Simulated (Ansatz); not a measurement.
**Hg: energies, forces and stress near the listed structure**

How do energy, forces, pressure and gap of Hg change under moves of single atoms, further strains and shifts, swapped elements? Each case is one self-consistent run.

Method: DFT PBE, scalar-relativistic, plane waves, PAW, in Ansatz 0.2.0.

1 further run of the same task is left out (set aside as unsound or not needed).

## (1) Starting point

The structure is hexagonal, space group P6/mmm (No. 191). The conventional cell has a = 4.540 Å, b = 4.540 Å, c = 3.870 Å, α = 90.00°, β = 90.00°, γ = 120.00°. Hg (site symmetry -6m2) has 3 Hg at 2.62 Å as nearest neighbours. Hg (site symmetry 6/mmm) has 12 Hg at 3.26 Å as nearest neighbours.

Structure file:

```cif
data_structure
_symmetry_space_group_name_H-M 'P6/mmm'
_symmetry_Int_Tables_number 191
_cell_length_a 4.5400
_cell_length_b 4.5400
_cell_length_c 3.8700
_cell_angle_alpha 90.000
_cell_angle_beta 90.000
_cell_angle_gamma 120.000
_cell_volume 69.08
loop_
_atom_site_label
_atom_site_type_symbol
_atom_site_symmetry_multiplicity
_atom_site_Wyckoff_symbol
_atom_site_fract_x
_atom_site_fract_y
_atom_site_fract_z
_atom_site_occupancy
Hg1 Hg 2 d 0.33333 0.66667 0.50000 1
Hg2 Hg 1 a 0.00000 0.00000 0.00000 1
```

The structure comes from the Crystallography Open Database.

## (2) One atom moved

What differs from the listed cell: atom 2 (Hg) moved by 0.15 Å.

Contents of input.yaml:

```yaml
crystal:
  lattice:
    - [4.5400020208, 0.0, 0.0]
    - [-2.2700010104, 3.9317570832, 0.0]
    - [0.0, 0.0, 3.87]
  atoms:
    - { symbol: Hg, position: [0.3333333333, 0.6666666667, 0.5] }
    - { symbol: Hg, position: [0.0, 0.0, 0.0387596899] }
    - { symbol: Hg, position: [0.6666666667, 0.3333333333, 0.5] }
basis:
  ecutwfc: 420
kpoints:
  mp_grid: { grid: [9, 9, 10] }
hamiltonian:
  xc: pbe
scf:
  occupations: { method: gaussian, width: 0.1 }
output:
  forces: true
  stress: true
  eigenvalues: true
```

The run is started by

```
> ansatz run input.yaml --threads 1 --pin off --max-ram 1331MiB --backend cpu --events-out ev --progress --plain --runs-dir out
```

Output (excerpt; [...] marks lines left out):

```text
Warning: RAYON_NUM_THREADS=1 ignored (pool sized by the plan → 1); use --threads N
[...]
Pseudopotentials: kind: paw
Pseudopotential: Hg, paw, valence charge 20, recommended cutoff 420 eV (normal), Hg.paw.azcp
Functional definition: PBE
[...]
Crystal: 3 atoms, lattice volume = 69.080 Å³
Basis set: ecut = 420 eV, 1351 PW (Γ), exchange–correlation on 64×64×54 points (8 copies of the dense FFT grid, shifted against one another)
Bands: 36, of which v1, the nominal top of the filled ones, is band 30 counted from 1 (29 counted from 0)
Symmetry: 12 space group operations
Space group: P6mm (ITA 183), of the structure as read, at distance tolerance 4.1e-5 Å
k-points: 72 of 810 (time reversal used)
[...]
SCF iter   1: F=—  HF=-41439.394540 eV  |F-HF|=—  |Δ(HF+E_count)|=         —  Δρ=1.56e-3  dr2=2.34e-3  ethr=1.77e-3  ⟨swp⟩=6.1  Hψ=9461  notcnv=0  defer=2
[...]
SCF iter   7: F=-41439.396856 eV  HF=-41439.396856 eV  |F-HF|=7.49e-9  |Δ(HF+E_count)|=   1.41e-8  Δρ=3.17e-6  dr2=1.71e-8  ethr=1.67e-10  ⟨swp⟩=7.7  Hψ=10456  notcnv=0
[...]
SCF converged after 7 iterations
Free energy (F): -41439.396856 eV
[...]
E sigma→0 (E₀):  -41439.393960 eV
Entropy (-TS):   -0.005793 eV (-1.931 meV/atom)
Fermi energy:    15.643466 eV
[...]
--- Forces (eV/Å), atoms counted from 1 ---
  atom   1  Hg     0.00000000     0.00000000     0.15164243
  atom   2  Hg     0.00000000     0.00000000    -0.30328301
  atom   3  Hg    -0.00000000     0.00000000     0.15164243
[...]
--- Stress (GPa, compression-positive) ---
       18.109670      -0.000000       0.000000
        0.000000      18.109670       0.000000
        0.000000      -0.000000       4.219204
  P = ⅓ Tr σ = 13.4795 GPa (134.795 kbar)
--- Band table (eV; the first three rows and the last of 72) ---
[...]
```

It took 24 s on 1 thread of an x86-64 CPU, shared host; peak memory 0.45 GiB.

## (3) Changing settings: xc_grid 3, basis.precision f64, eigensolver.kind davidson

input.yaml: that of step 2 with these lines changed.

```diff
@@ -11,2 +11,4 @@
   ecutwfc: 420
+  xc_grid: 3
+  precision: f64
 kpoints:
@@ -17,5 +19,6 @@
   occupations: { method: gaussian, width: 0.1 }
+  eigensolver: { kind: davidson }
 output:
   forces: true
+  eigenvalues: true
   stress: true
-  eigenvalues: true
```

The run is started by

```
> ansatz run input.yaml --threads 1 --pin off --max-ram 1331MiB --backend cpu --events-out ev --progress --plain --runs-dir out
```

Output (excerpt; [...] marks lines left out):

```text
Warning: RAYON_NUM_THREADS=1 ignored (pool sized by the plan → 1); use --threads N
[...]
Pseudopotentials: kind: paw
Pseudopotential: Hg, paw, valence charge 20, recommended cutoff 420 eV (normal), Hg.paw.azcp
Functional definition: PBE
[...]
Crystal: 3 atoms, lattice volume = 69.080 Å³
Basis set: ecut = 420 eV, 1351 PW (Γ), exchange–correlation on 96×96×81 points (27 copies of the dense FFT grid, shifted against one another)
Bands: 36, of which v1, the nominal top of the filled ones, is band 30 counted from 1 (29 counted from 0)
Symmetry: 12 space group operations
Space group: P6mm (ITA 183), of the structure as read, at distance tolerance 4.1e-5 Å
k-points: 72 of 810 (time reversal used)
[...]
SCF iter   1: F=—  HF=-41439.396815 eV  |F-HF|=—  |Δ(HF+E_count)|=         —  Δρ=1.52e-3  dr2=2.30e-3  ethr=1.77e-3  ⟨swp⟩=9.2  Hψ=10926  notcnv=0
[...]
SCF iter   6: F=-41439.396856 eV  HF=-41439.396856 eV  |F-HF|=2.66e-8  |Δ(HF+E_count)|=   8.20e-9  Δρ=5.96e-6  dr2=5.61e-8  ethr=6.80e-10  ⟨swp⟩=3.0  Hψ=5206  notcnv=0
[...]
SCF converged after 6 iterations
Free energy (F): -41439.396856 eV
[...]
E sigma→0 (E₀):  -41439.393960 eV
Entropy (-TS):   -0.005793 eV (-1.931 meV/atom)
Fermi energy:    15.643459 eV
[...]
--- Forces (eV/Å), atoms counted from 1 ---
  atom   1  Hg     0.00000000     0.00000000     0.15165033
  atom   2  Hg     0.00000000     0.00000000    -0.30328049
  atom   3  Hg    -0.00000000     0.00000000     0.15165033
[...]
--- Stress (GPa, compression-positive) ---
       18.109664       0.000000      -0.000000
        0.000000      18.109664       0.000000
        0.000000       0.000000       4.219255
  P = ⅓ Tr σ = 13.4795 GPa (134.795 kbar)
--- Band table (eV; the first three rows and the last of 72) ---
[...]
```

Run time: 39 s. Hardware: 1 thread of an x86-64 CPU, shared host; peak memory 0.43 GiB.

| run | ending | energy change | pressure (GPa) | gap (eV) | force (eV/Å) | cycles | time |
| --- | --- | --- | --- | --- | --- | --- | --- |
| step 2 | converged | 0 | 13.5 | 0.00 | 0.30 | 7 | 24 s |
| variant | converged | 0.0 meV/atom | 13.5 | 0.00 | 0.30 | 6 | 39 s |

Changing the numerical grids, arithmetic precision and solver hardly moves the energy: 0.0 meV/atom. Cost: 6 SCF cycles against 7, 39 s against 24 s.

## (4) A distortion that keeps the symmetry

The change: strain xx, yy, zz, yz, xz, xy = +2.6, +2.6, +4.1, +0.0, +0.0, +0.0 %.

Contents of input.yaml:

```yaml
crystal:
  lattice:
    - [4.6564076726, 0.0, 0.0]
    - [-2.3282038363, 4.0325673348, 0.0]
    - [0.0, 0.0, 4.0272768]
  atoms:
    - { symbol: Hg, position: [0.3333333333, 0.6666666667, 0.5] }
    - { symbol: Hg, position: [0.0, 0.0, 0.0] }
    - { symbol: Hg, position: [0.6666666667, 0.3333333333, 0.5] }
basis:
  ecutwfc: 420
kpoints:
  mp_grid: { grid: [12, 12, 12] }
hamiltonian:
  xc: pbe
scf:
  occupations: { method: gaussian, width: 0.1 }
output:
  forces: true
  stress: true
  eigenvalues: true
```

The run is started by

```
> ansatz run input.yaml --threads 1 --pin off --max-ram 1331MiB --backend cpu --events-out ev --progress --plain --runs-dir out
```

Output (excerpt; [...] marks lines left out):

```text
Warning: RAYON_NUM_THREADS=1 ignored (pool sized by the plan → 1); use --threads N
[...]
Pseudopotentials: kind: paw
Pseudopotential: Hg, paw, valence charge 20, recommended cutoff 420 eV (normal), Hg.paw.azcp
Functional definition: PBE
[...]
Crystal: 3 atoms, lattice volume = 75.621 Å³
Basis set: ecut = 420 eV, 1483 PW (Γ), exchange–correlation on 64×64×54 points (8 copies of the dense FFT grid, shifted against one another)
Bands: 36, of which v1, the nominal top of the filled ones, is band 30 counted from 1 (29 counted from 0)
Symmetry: 24 space group operations
Space group: P6/mmm (ITA 191), of the structure as read, at distance tolerance 4.2e-5 Å
k-points: 133 of 1728
[...]
SCF iter   1: F=—  HF=-41439.786611 eV  |F-HF|=—  |Δ(HF+E_count)|=         —  Δρ=1.41e-3  dr2=2.20e-3  ethr=1.77e-3  ⟨swp⟩=6.1  Hψ=17500  notcnv=0  defer=3
[...]
SCF iter   7: F=-41439.788750 eV  HF=-41439.788750 eV  |F-HF|=1.23e-8  |Δ(HF+E_count)|=   4.21e-8  Δρ=4.57e-6  dr2=3.46e-8  ethr=1.67e-10  ⟨swp⟩=6.3  Hψ=19946  notcnv=0
[...]
SCF converged after 7 iterations
Free energy (F): -41439.788750 eV
[...]
E sigma→0 (E₀):  -41439.786186 eV
Entropy (-TS):   -0.005128 eV (-1.709 meV/atom)
Fermi energy:    13.794209 eV
[...]
--- Forces (eV/Å), atoms counted from 1 ---
  atom   1  Hg    -0.00000000    -0.00000000     0.00000000
  atom   2  Hg    -0.00000000    -0.00000000     0.00000000
  atom   3  Hg    -0.00000000     0.00000000     0.00000000
[...]
--- Stress (GPa, compression-positive) ---
       10.476565       0.000000       0.000000
        0.000000      10.476565       0.000000
        0.000000       0.000000       1.435910
  P = ⅓ Tr σ = 7.4630 GPa (74.630 kbar)
--- Band table (eV; the first three rows and the last of 133) ---
[...]
```

Wall time 29 s (1 thread of an x86-64 CPU, shared host); peak memory 0.52 GiB.

## (5) Substitution of an element, cell strained: Hg → Cd, first probe

The change: Cd takes all sites of Hg, and lengths are scaled by 1.055 as a first guess of the size; strain xx, yy, zz, yz, xz, xy = +2.2, +2.2, +2.2, +0.0, +0.0, +0.0 %.

Contents of input.yaml:

```yaml
crystal:
  lattice:
    - [4.8944028331, 0.0, 0.0]
    - [-2.4472014165, 4.2386771898, 0.0]
    - [0.0, 0.0, 4.1720992364]
  atoms:
    - { symbol: Cd, position: [0.3333333333, 0.6666666667, 0.5] }
    - { symbol: Cd, position: [0.0, 0.0, 0.0] }
    - { symbol: Cd, position: [0.6666666667, 0.3333333333, 0.5] }
basis:
  ecutwfc: 420
kpoints:
  mp_grid: { grid: [6, 6, 4] }
hamiltonian:
  xc: pbe
scf:
  occupations: { method: gaussian, width: 0.1 }
output:
  forces: true
  stress: true
  eigenvalues: true
```

The run is started by

```
> ansatz run input.yaml --threads 1 --pin off --max-ram 1331MiB --backend cpu --events-out ev --progress --plain --runs-dir out
```

Output (excerpt; [...] marks lines left out):

```text
Warning: RAYON_NUM_THREADS=1 ignored (pool sized by the plan → 1); use --threads N
[...]
Pseudopotentials: kind: paw
Pseudopotential: Cd, paw, valence charge 20, recommended cutoff 420 eV (normal), Cd.paw.azcp
Functional definition: PBE
[...]
Crystal: 3 atoms, lattice volume = 86.554 Å³
Basis set: ecut = 420 eV, 1711 PW (Γ), exchange–correlation on 72×72×60 points (8 copies of the dense FFT grid, shifted against one another)
Bands: 36, of which v1, the nominal top of the filled ones, is band 30 counted from 1 (29 counted from 0)
Symmetry: 24 space group operations
Space group: P6/mmm (ITA 191), of the structure as read, at distance tolerance 4.4e-5 Å
k-points: 21 of 144
[...]
SCF iter   1: F=—  HF=-24762.819399 eV  |F-HF|=—  |Δ(HF+E_count)|=         —  Δρ=1.05e-3  dr2=1.05e-3  ethr=1.77e-3  ⟨swp⟩=6.1  Hψ=2771  notcnv=0
[...]
SCF iter   6: F=-24762.820816 eV  HF=-24762.820816 eV  |F-HF|=3.50e-8  |Δ(HF+E_count)|=   2.87e-7  Δρ=8.88e-6  dr2=7.65e-8  ethr=1.67e-10  ⟨swp⟩=6.0  Hψ=3190  notcnv=0
[...]
SCF converged after 6 iterations
Free energy (F): -24762.820816 eV
[...]
E sigma→0 (E₀):  -24762.814684 eV
Entropy (-TS):   -0.012263 eV (-4.088 meV/atom)
Fermi energy:    9.854353 eV
[...]
--- Forces (eV/Å), atoms counted from 1 ---
  atom   1  Cd     0.00000000    -0.00000000     0.00000000
  atom   2  Cd     0.00000000    -0.00000000     0.00000000
  atom   3  Cd    -0.00000000     0.00000000     0.00000000
[...]
--- Stress (GPa, compression-positive) ---
       -1.505767      -0.000000       0.000000
       -0.000000      -1.505767       0.000000
        0.000000       0.000000      -2.908265
  P = ⅓ Tr σ = -1.9733 GPa (-19.733 kbar)
--- Band table (eV; the first three rows and the last of 21) ---
[...]
```

Run time: 5.2 s. Hardware: 1 thread of an x86-64 CPU, shared host; peak memory 0.37 GiB.

## (6) Substitution of an element, cell strained: Hg → Cd

input.yaml: that of step 5 with these lines changed.

```diff
@@ -12,3 +12,3 @@
 kpoints:
-  mp_grid: { grid: [6, 6, 4] }
+  mp_grid: { grid: [12, 12, 10] }
 hamiltonian:
```

The run is started by

```
> ansatz run input.yaml --threads 1 --pin off --max-ram 1331MiB --backend cpu --events-out ev --progress --plain --runs-dir out
```

Output (excerpt; [...] marks lines left out):

```text
Warning: RAYON_NUM_THREADS=1 ignored (pool sized by the plan → 1); use --threads N
[...]
Pseudopotentials: kind: paw
Pseudopotential: Cd, paw, valence charge 20, recommended cutoff 420 eV (normal), Cd.paw.azcp
Functional definition: PBE
[...]
Crystal: 3 atoms, lattice volume = 86.554 Å³
Basis set: ecut = 420 eV, 1711 PW (Γ), exchange–correlation on 72×72×60 points (8 copies of the dense FFT grid, shifted against one another)
Bands: 36, of which v1, the nominal top of the filled ones, is band 30 counted from 1 (29 counted from 0)
Symmetry: 24 space group operations
Space group: P6/mmm (ITA 191), of the structure as read, at distance tolerance 4.4e-5 Å
k-points: 114 of 1440
[...]
SCF iter   1: F=—  HF=-24762.864859 eV  |F-HF|=—  |Δ(HF+E_count)|=         —  Δρ=9.38e-4  dr2=9.08e-4  ethr=1.77e-3  ⟨swp⟩=5.9  Hψ=15048  notcnv=0  defer=1
[...]
SCF iter   7: F=-24762.866234 eV  HF=-24762.866234 eV  |F-HF|=1.12e-8  |Δ(HF+E_count)|=   2.89e-8  Δρ=6.62e-6  dr2=3.73e-8  ethr=1.67e-10  ⟨swp⟩=7.1  Hψ=14532  notcnv=0
[...]
SCF converged after 7 iterations
Free energy (F): -24762.866234 eV
[...]
E sigma→0 (E₀):  -24762.863823 eV
Entropy (-TS):   -0.004821 eV (-1.607 meV/atom)
Fermi energy:    9.895982 eV
[...]
--- Forces (eV/Å), atoms counted from 1 ---
  atom   1  Cd     0.00000000    -0.00000000     0.00000000
  atom   2  Cd     0.00000000     0.00000000     0.00000000
  atom   3  Cd    -0.00000000    -0.00000000     0.00000000
[...]
--- Stress (GPa, compression-positive) ---
       -0.919917      -0.000000       0.000000
       -0.000000      -0.919917       0.000000
        0.000000       0.000000      -3.791434
  P = ⅓ Tr σ = -1.8771 GPa (-18.771 kbar)
--- Band table (eV; the first three rows and the last of 114) ---
[...]
```

Wall time 28 s (1 thread of an x86-64 CPU, shared host); peak memory 0.52 GiB.

## (7) Variant: ecutwfc 18.4 Ry, mixing.algorithm broyden, mixing.beta 0.1

input.yaml: that of step 6 with these lines changed.

```diff
@@ -10,3 +10,3 @@
 basis:
-  ecutwfc: 420
+  ecutwfc: "18.4 Ry"
 kpoints:
@@ -17,5 +17,6 @@
   occupations: { method: gaussian, width: 0.1 }
+  mixing: { algorithm: broyden, beta: 0.1 }
 output:
   forces: true
+  eigenvalues: true
   stress: true
-  eigenvalues: true
```

The run is started by

```
> ansatz run input.yaml --threads 1 --pin off --max-ram 1331MiB --backend cpu --events-out ev --progress --plain --runs-dir out
```

Output (excerpt; [...] marks lines left out):

```text
Warning: basis.ecutwfc = 250.34475346308957 eV is below the records' recommended 420 eV, and the density's cutoff is lower with it unless basis.ecutrho_ratio is high enough to keep the records' density cutoff: compare with a run at a higher cutoff
Warning: RAYON_NUM_THREADS=1 ignored (pool sized by the plan → 1); use --threads N
[...]
Pseudopotentials: kind: paw
Pseudopotential: Cd, paw, valence charge 20, recommended cutoff 420 eV (normal), Cd.paw.azcp
Functional definition: PBE
[...]
Crystal: 3 atoms, lattice volume = 86.554 Å³
Basis set: ecut = 250.34475346308957 eV, 803 PW (Γ), exchange–correlation on 54×54×48 points (8 copies of the dense FFT grid, shifted against one another)
Bands: 36, of which v1, the nominal top of the filled ones, is band 30 counted from 1 (29 counted from 0)
Symmetry: 24 space group operations
Space group: P6/mmm (ITA 191), of the structure as read, at distance tolerance 4.4e-5 Å
k-points: 114 of 1440
[...]
SCF iter   1: F=—  HF=-24758.384907 eV  |F-HF|=—  |Δ(HF+E_count)|=         —  Δρ=3.30e-2  dr2=3.51e-1  ethr=1.77e-3  ⟨swp⟩=5.8  Hψ=14444  notcnv=0  defer=3
[...]
SCF iter  13: F=-24758.207919 eV  HF=-24758.207919 eV  |F-HF|=5.76e-8  |Δ(HF+E_count)|=   7.23e-7  Δρ=3.12e-6  dr2=3.78e-9  ethr=8.91e-11  ⟨swp⟩=3.4  Hψ=11449  notcnv=0
[...]
SCF converged after 13 iterations
Stability not checked: this state was not tested for a lower state beside it, because the mixer in use, unlike msr1, does not test its closes by its own steps (another_mixer; see scf.mixing.algorithm and scf.lower_state_search)
Free energy (F): -24758.207919 eV
[...]
E sigma→0 (E₀):  -24758.205523 eV
Entropy (-TS):   -0.004791 eV (-1.597 meV/atom)
Fermi energy:    9.911224 eV
[...]
--- Forces (eV/Å), atoms counted from 1 ---
  atom   1  Cd     0.00000000    -0.00000000     0.00000000
  atom   2  Cd     0.00000000    -0.00000000     0.00000000
  atom   3  Cd    -0.00000000     0.00000000     0.00000000
[...]
--- Stress (GPa, compression-positive) ---
       -0.059272       0.000000       0.000000
       -0.000000      -0.059272       0.000000
        0.000000       0.000000      -3.852637
  P = ⅓ Tr σ = -1.3237 GPa (-13.237 kbar)
--- Band table (eV; the first three rows and the last of 114) ---
[...]
```

It took 21 s on 1 thread of an x86-64 CPU, shared host; peak memory 0.4 GiB.

| run | ending | energy change | pressure (GPa) | gap (eV) | force (eV/Å) | cycles | time |
| --- | --- | --- | --- | --- | --- | --- | --- |
| step 6 | converged | 0 | -1.9 | 0.00 | 0.00 | 7 | 28 s |
| variant | converged | +1.55 eV/atom | -1.3 | 0.00 | 0.00 | 13 | 21 s |

Changing the cutoff and mixing moves the energy by +1.55 eV/atom, and the pressure goes from -1.9 to -1.3 GPa. The lower cutoff gives the higher energy: the smaller basis describes the state less well. The log warns that the cutoff is under what these potentials recommend, so the shift is basis error. The variant is not converged in its settings.

## (8) A single atom displaced

Against the listed cell: atom 3 (Hg) moved by 0.09 Å.

Contents of input.yaml:

```yaml
crystal:
  lattice:
    - [4.5400020208, 0.0, 0.0]
    - [-2.2700010104, 3.9317570832, 0.0]
    - [0.0, 0.0, 3.87]
  atoms:
    - { symbol: Hg, position: [0.3333333333, 0.6666666667, 0.5] }
    - { symbol: Hg, position: [0.0, 0.0, 0.0] }
    - { symbol: Hg, position: [0.6864904464, 0.3333333333, 0.5] }
basis:
  ecutwfc: 420
kpoints:
  mp_grid: { grid: [9, 9, 10] }
hamiltonian:
  xc: pbe
scf:
  occupations: { method: gaussian, width: 0.1 }
output:
  forces: true
  stress: true
  eigenvalues: true
```

The run is started by

```
> ansatz run input.yaml --threads 1 --pin off --max-ram 1331MiB --backend cpu --events-out ev --progress --plain --runs-dir out
```

Output (excerpt; [...] marks lines left out):

```text
Warning: RAYON_NUM_THREADS=1 ignored (pool sized by the plan → 1); use --threads N
[...]
Pseudopotentials: kind: paw
Pseudopotential: Hg, paw, valence charge 20, recommended cutoff 420 eV (normal), Hg.paw.azcp
Functional definition: PBE
[...]
Crystal: 3 atoms, lattice volume = 69.080 Å³
Basis set: ecut = 420 eV, 1351 PW (Γ), exchange–correlation on 64×64×54 points (8 copies of the dense FFT grid, shifted against one another)
Bands: 36, of which v1, the nominal top of the filled ones, is band 30 counted from 1 (29 counted from 0)
Symmetry: 2 space group operations
Space group: Pm (ITA 6), of the structure as read, at distance tolerance 4.1e-5 Å
k-points: 246 of 810 (time reversal used)
[...]
SCF iter   1: F=—  HF=-41439.369950 eV  |F-HF|=—  |Δ(HF+E_count)|=         —  Δρ=1.68e-3  dr2=2.93e-3  ethr=1.77e-3  ⟨swp⟩=6.0  Hψ=32407  notcnv=0  defer=6
[...]
SCF iter   7: F=-41439.372148 eV  HF=-41439.372148 eV  |F-HF|=9.41e-9  |Δ(HF+E_count)|=   6.43e-9  Δρ=3.43e-6  dr2=2.04e-8  ethr=1.67e-10  ⟨swp⟩=7.6  Hψ=35452  notcnv=0
[...]
SCF converged after 7 iterations
Free energy (F): -41439.372148 eV
[...]
E sigma→0 (E₀):  -41439.369272 eV
Entropy (-TS):   -0.005752 eV (-1.917 meV/atom)
Fermi energy:    15.653173 eV
[...]
--- Forces (eV/Å), atoms counted from 1 ---
  atom   1  Hg     0.97243082     0.14193746     0.00000000
  atom   2  Hg     0.08362780    -0.01197456     0.00000000
  atom   3  Hg    -1.05605885    -0.12996289     0.00000000
[...]
--- Stress (GPa, compression-positive) ---
       18.535096       3.471390       0.000000
        3.471390      18.176444       0.000000
        0.000000       0.000000       4.230269
  P = ⅓ Tr σ = 13.6473 GPa (136.473 kbar)
--- Band table (eV; the first three rows and the last of 246) ---
[...]
```

It took 77 s on 1 thread of an x86-64 CPU, shared host; peak memory 0.72 GiB.

Sizes of the forces (eV/Å): Hg1 0.98, Hg2 0.08, Hg3 1.06.

## (9) All points side by side

| step | case | energy (meV/atom) | pressure (GPa) | largest force (eV/Å) | gap on the mesh (eV) |
| --- | --- | --- | --- | --- | --- |
| 2 | one atom moved | +0.0 | 13.5 | 0.30 | 0.00 |
| 4 | a distortion that keeps the symmetry | -130.7* | 7.5 | 0.00 | 0.00 |
| 6 | substitution of an element, cell strained: Hg → Cd | n/a | -1.9 | 0.00 | 0.00 |
| 8 | a single atom displaced | +8.2 | 13.6 | 1.06 | 0.00 |

Energies are counted from step 2, with the smearing taken to zero; a star marks another k mesh, which can shift energies by itself, so starred rows don't rank against the others. Other atoms or functionals have another zero of energy (n/a). A gap of 0.00 means none on the mesh at this level.

Among the distorted cells of the listed formula and level the largest force, 1.06 eV/Å, acts on Hg3 in step 8. The distorted cells of the listed formula and level show no gap on the mesh. Spin-orbit coupling is left out for Hg.
